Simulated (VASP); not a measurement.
# CoSi2: relaxation of cell and atoms with LDA

CoSi2:

```
Co Si
1.0
     0.00000    2.67992    2.67992
     2.67992    0.00000    2.67992
     2.67992    2.67992    0.00000
Co Si
1 2
Direct
  0.00000 0.00000 0.00000
  0.25000 0.25000 0.25000
  0.75000 0.75000 0.75000
```

```json
{
 "Program": "VASP 6.6.1",
 "Task": "relaxation of cell and atoms",
 "Functional": "LDA",
 "Potentials or basis": "VASP PAW LDA potentials, release 64 (Co, Si)",
 "Cutoff": "600 eV",
 "k mesh": "14 × 14 × 14",
 "Occupations": "gaussian, width 0.1 eV",
 "Spin": "no spin polarisation",
 "Dipole correction": "no",
 "Further INCAR settings": "ALGO = Normal; EDIFF = 1e-07; IBRION = 2; EDIFFG = -0.005; NSW = 70; ISIF = 3"
}
```

```json
{
 "Relaxed volume": "12.24 Å³/atom",
 "Relaxed cell": "a = 3.730 Å, b = 3.730 Å, c = 3.730 Å, α = 60.00°, β = 60.00°, γ = 60.00°",
 "Space group after relaxing (to 0.05 Å)": "Fm-3m (No. 225)",
 "Energy gained by relaxing": "16.8 meV/atom",
 "Ionic steps": "4",
 "Pressure after relaxing": "0.0 GPa",
 "Band gap on the k mesh": "none (metal or under the smearing width)"
}
```

The path:
| step | energy change (eV) | largest force (eV/Å) | pressure (GPa) | volume (Å³) |
| --- | --- | --- | --- | --- |
| 1 | 0.0000 | 0.0000 | -8.71 | 38.49 |
| 2 | 0.0249 | 0.0000 | 12.70 | 34.74 |
| 3 | -0.0503 | 0.0000 | -0.18 | 36.74 |
| 4 | -0.0503 | 0.0000 | 0.04 | 36.71 |

Final structure:
```yaml
crystal:
  lattice:
    - [0.00000, 2.63781, 2.63781]
    - [2.63781, 0.00000, 2.63781]
    - [2.63781, 2.63781, 0.00000]
  atoms:
    - { symbol: Co, position: [0.00000, 0.00000, 0.00000] }
    - { symbol: Si, position: [0.25000, 0.25000, 0.25000] }
    - { symbol: Si, position: [0.75000, 0.75000, 0.75000] }
```

Levels at points of the mesh, in eV from the Fermi level:
| k point | band 6 | band 7 | band 8 | band 9 | band 10 | band 11 | band 12 |
| --- | --- | --- | --- | --- | --- | --- | --- |
| (0.00, 0.00, 0.00) | -2.08 | 1.11 | 3.46 | 3.46 | 3.46 | 3.58 | 3.58 |
| (0.50, 0.00, 0.00) | -1.79 | -1.79 | -0.48 | -0.48 | 2.76 | 3.54 | 3.54 |
| (0.50, 0.50, 0.00) | -2.15 | -2.15 | -2.07 | -1.46 | 1.71 | 2.92 | 8.64 |

Wall time 73 s on 1 thread of Intel(R) Xeon(R) 6975P-C (Granite Rapids), on a shared host, peak memory 0.2 GiB.

Spin polarisation is off, so any magnetic state and its effect on volume and gap are missing. Zero-point motion and thermal expansion aren't in these numbers.
